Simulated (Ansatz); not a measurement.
## MnS under changes of volume

One of the cells (15.435 Å³/atom); the others are scaled copies at fixed shape and fractional positions:

```
Mn S
1.0
     0.00000    2.48984    2.48984
     2.48984    0.00000    2.48984
     2.48984    2.48984    0.00000
Mn S
1 1
Cartesian
  0.0000 0.0000 0.0000
  3.7348 3.7348 3.7348
```

The cell is a database's computed one.

| Quantity | Value |
| --- | --- |
| Program | Ansatz 0.2.0 |
| Functional | LDA |
| Potentials or basis | Ansatz PAW |
| Cutoff | 420 eV (not typed: the program's choice for these potentials) |
| k mesh | 9 × 9 × 9 |
| Occupations | fermi-dirac, width 0.05 eV |
| Spin | collinear spin, ferromagnetic start |
| Starting moments | [4.0, 0.0] μB |

```tsv
volume (Å³/atom)	energy over the lowest point (meV/atom)	pressure (GPa)
14.830	0.00	-4.3
15.133	10.75	-7.0
15.435	?	?
15.738	46.49	-11.7
16.041	70.48	-13.6
```

Question: What does the run at 15.435 Å³/atom give?

Answer: Energy over the lowest point 26.43 meV/atom; pressure -9.5 GPa.

Worked out: A Birch-Murnaghan fit of order 2 (a polynomial in V^(-2/3)) to the other rows has its minimum at 14.41 Å³/atom, just outside them, with B0 = V·E''(V) = 158 GPa. It gives 26.40 meV/atom at 15.435 Å³/atom, against the run's 26.43, and -dE/dV = -9.5 GPa, against -9.5.

Energies are extrapolated to zero smearing.

Caveats: the moment fell far below its start of 4 μB, so a state of higher moment may lie lower in energy; the PAW data sets come from PBE, with cores solved anew for the run's functional, which leaves a small shift of forces and pressure; the starting moments weren't kept.
